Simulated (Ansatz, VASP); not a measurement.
# MgS in VASP and in Ansatz

```
Mg S
1.0
     3.26282    0.00000    0.00000
     0.00000    3.26282    0.00000
     0.00000    0.00000    3.26282
Mg S
1 1
Direct
  0.00000 0.00000 0.00000
  0.50000 0.50000 0.50000
```

The cell was built by a generator and needn't be a form met in nature.

Alike in both runs: task single point; functional HSE06; k mesh 4 × 4 × 4; occupations fermi-dirac, width 0.02 eV; no spin polarisation.

|  | VASP | Ansatz |
| --- | --- | --- |
| version | VASP 6.6.1 | Ansatz 0.2.0 |
| potentials or method | VASP PAW PBE potentials, release 64 (Mg, S) | plane waves, PAW |
| plane-wave cutoff (eV) | 520 | 420 |
| valence electrons in the cell | 8 | 16 |

|  | VASP | Ansatz | Ansatz less VASP |
| --- | --- | --- | --- |
| pressure (GPa) | -0.7 | 0.0 | +0.70 |

The two sets of potentials don't hold the same shells in valence. Ansatz warned: «stress_exchange_threshold_loose».

Caveats: the k mesh is coarse (spacing up to 0.48 Å⁻¹), so the values aren't converged, least of all with exact exchange; the PAW data sets were made with another functional, which shifts forces and pressure a little (VASP). A k mesh can miss the band edges.
